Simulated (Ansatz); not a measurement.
# A C vacancy in 4H SiC, 255 atoms, charge 0

Wanted: geometry, formation energy and gap levels of the defect, compared across PBEsol and HSE06.

Program: Ansatz 0.2.0, PAW, plane waves. These are calculated values, not measurements.

1 further run of the same task is left out (set aside as unsound or not needed).

## Step 1: Starting point

255 atoms (128 Si, 127 C); a = 12.312 Å, b = 10.663 Å, c = 20.152 Å, α = 90.00°, β = 90.00°, γ = 90.00°. All atoms were shaken off their sites by about 0.02 Å along each axis. Defect site 1: (0.500, 0.333, 0.469).

Steps to follow: (2) PBEsol relaxation at the single k point (¼, ¼, ¼), on 1 × NVIDIA GB300 Max-Q with 32 threads of Arm Neoverse-V2; (3) HSE06 single point at the single k point (¼, ¼, ¼), on 1 × NVIDIA GB300 Max-Q with 32 threads of Arm Neoverse-V2.

## Step 2: Relaxing the atoms with PBEsol

File in.yaml:

```yaml
crystal:
  lattice:
    - [12.312272, 0.000000, 0.000000]
    - [0.000000, 10.662740, 0.000000]
    - [0.000000, 0.000000, 20.151893]
  atoms:
    - { symbol: Si, position: [0.997838, 0.999673, 0.250745] }
    - { symbol: Si, position: [0.999432, 0.000254, 0.748075] }
    - { symbol: Si, position: [0.247853, 0.000826, 0.251684] }
    - { symbol: Si, position: [0.251596, 0.997509, 0.750369] }
    # ... 74 atom lines left out here ...
    - { symbol: Si, position: [0.502105, 0.331929, 0.375866] }
    # ... 27 atom lines left out here ...
    - { symbol: Si, position: [0.375234, 0.252110, 0.500564] }
    # ... 7 atom lines left out here ...
    - { symbol: Si, position: [0.625265, 0.251741, 0.501422] }
    # ... 1 atom line left out here ...
    - { symbol: Si, position: [0.501426, 0.498793, 0.500433] }
    # ... 63 atom lines left out here ...
    - { symbol: C, position: [0.500857, 0.500726, 0.344052] }
    # ... 47 atom lines left out here ...
    - { symbol: C, position: [0.373988, 0.084695, 0.468450] }
    # ... 1 atom line left out here ...
    - { symbol: C, position: [0.250432, 0.330345, 0.469777] }
    # ... 8 atom lines left out here ...
    - { symbol: C, position: [0.378277, 0.580483, 0.469561] }
    # ... 7 atom lines left out here ...
    - { symbol: C, position: [0.625338, 0.582416, 0.469139] }
    # ... 7 atom lines left out here ...
  symmetry: { detect: false }
kpoints:
  mp_grid: { grid: [1, 1, 1], shift: [0.25, 0.25, 0.25] }
hamiltonian:
  xc: pbesol
scf:
  occupations: { method: fermi_dirac, width: 0.01 }
relax:
  f_tol: 0.03
  max_steps: 80
  escape_saddle: false
  adjacent_minimum: "off"
output:
  forces: true
  eigenvalues: true
  populations: true
```

Launch:

```console
$ ansatz run in.yaml --threads 32 --pin off --max-ram 171000MiB --runs-dir r --events-out ev --progress --plain --backend cuda --devices 0,
```

The runs that follow: HSE06 single point.

Before running it: what results should come out? Wanted: for each run, formation energy; host gap; top filled to lowest empty.

The runs gave:

```
             level           time  formation energy (eV)  host gap (eV)  top filled to lowest empty (eV)
PBEsol, relaxation     34 s (GPU)                   4.41           2.11                             1.15
             HSE06  2.6 min (GPU)                   5.04           3.14                             1.88
```

| quantity | value |
| --- | --- |
| relaxation | 8 recorded steps, 4.76 eV gained |
| largest shift | 0.22 Å (Si107) |

**What this shows.** The relaxation lowers the energy by 4.76 eV; the largest shift is 0.22 Å (Si107). The formation energy goes from 4.41 eV (PBEsol) to 5.04 eV (HSE06). The reservoirs are the elements' reference phases; where the defect changes the composition, the value depends on that choice. HSE06 puts 1 localised level over 0.1 eV inside the gap, at 1.17 (filled) eV, the tightest of them shared by about 13 atoms. The host's edges were read at Γ, so band-like levels at this k point need not coincide with them. Finite-cell errors of some tenths of an eV remain in such numbers.
